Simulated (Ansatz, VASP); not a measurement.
One calculation of Sn, two programs

```xyz
1
Lattice="2.2349 0.0000 0.0000 0.0000 2.2349 0.0000 0.0000 0.0000 2.2349" Properties=species:S:1:pos:R:3 pbc="T T T"
Sn    0.0000    0.0000    0.0000
```

Change from the starting cell: volume scaled by 0.4, PAW files.

Alike in both runs: task single point; functional PBEsol; k mesh 14 × 14 × 14; occupations fermi-dirac, width 0.1 eV; no spin polarisation.

|  | VASP | Ansatz |
| --- | --- | --- |
| version | VASP 6.6.1 | Ansatz 0.2.0 |
| potentials or method | VASP PAW PBE potentials, release 64 (Sn_d) | PAW with Ansatz's default frozen-core files, scalar-relativistic |
| plane-wave cutoff (eV) | 520 | 420 |
| valence electrons in the cell | 14 | 14 |

|  | VASP | Ansatz | Ansatz less VASP |
| --- | --- | --- | --- |
| pressure (GPa) | 446.0 | 441.4 | -4.56 |

The functional is the same, so the differences come from potentials, cutoffs and numerics.

Caveats: the cell as given lies far from equilibrium; so large a pressure means that the cell lies far from this level's equilibrium, or that cutoff or potentials fall short (VASP); the potentials were made for another functional, which shifts forces and pressure (VASP).
